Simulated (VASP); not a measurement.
Input of a VASP 6.6.1 run:

Contents of INCAR:

```
ALGO = Normal
EDIFF = 1E-7
EDIFFG = -0.005
ENCUT = 600
IBRION = 2
ISIF = 3
ISMEAR = 0
KPAR = 2
LASPH = T
LCHARG = F
LREAL = F
LWAVE = F
NELM = 80
NSW = 90
PREC = Accurate
SIGMA = 0.03
```

KPOINTS

```
k-points
0
Gamma
  4 8 6
```

File POSCAR:

```
SnS                                     
1.0
   10.9600978954      0.0000000000      0.0000000000
    0.0000000000      3.9485512464      0.0000000000
    0.0000000000      0.0000000000      4.1994780185
  Sn              S             
     4     4
Direct
     0.1171268378582451    0.2500000000000000    0.1129553441528476
     0.3828731621417549    0.7500000000000000    0.6129553441528477
     0.6171268378582452    0.2500000000000000    0.3870446558471524
     0.8828731621417548    0.7500000000000000    0.8870446558471523
     0.8539653480455417    0.2500000000000000    0.4721416653791105
     0.6460346519544583    0.7500000000000000    0.9721416653791105
     0.3539653480455416    0.2500000000000000    0.0278583346208895
     0.1460346519544582    0.7500000000000000    0.5278583346208895
```

Potentials or basis: VASP PAW LDA potentials, release 64 (Sn_d, S).

The run is started by

```sh
$ cat potpaw_LDA.64/Sn_d/POTCAR potpaw_LDA.64/S/POTCAR > POTCAR
$ mpirun -np 2 vasp_std > vasp.out
```

(1) Estimate the relaxed volume.

(2) Estimate the relaxed cell.

(3) Predict the space group after relaxing (to 0.05 Å).

(4) What does it give for the band gap on the k mesh?

Answers

(1) 22.69 Å³/atom.

(2) a = 10.971 Å, b = 3.953 Å, c = 4.186 Å, α = 90.00°, β = 90.00°, γ = 90.00°.

(3) Pnma (No. 62).

(4) 0.62 eV, indirect (least direct gap 1.03 eV).

Caveat: spin-orbit coupling is left out, which moves the levels of the heavy elements.
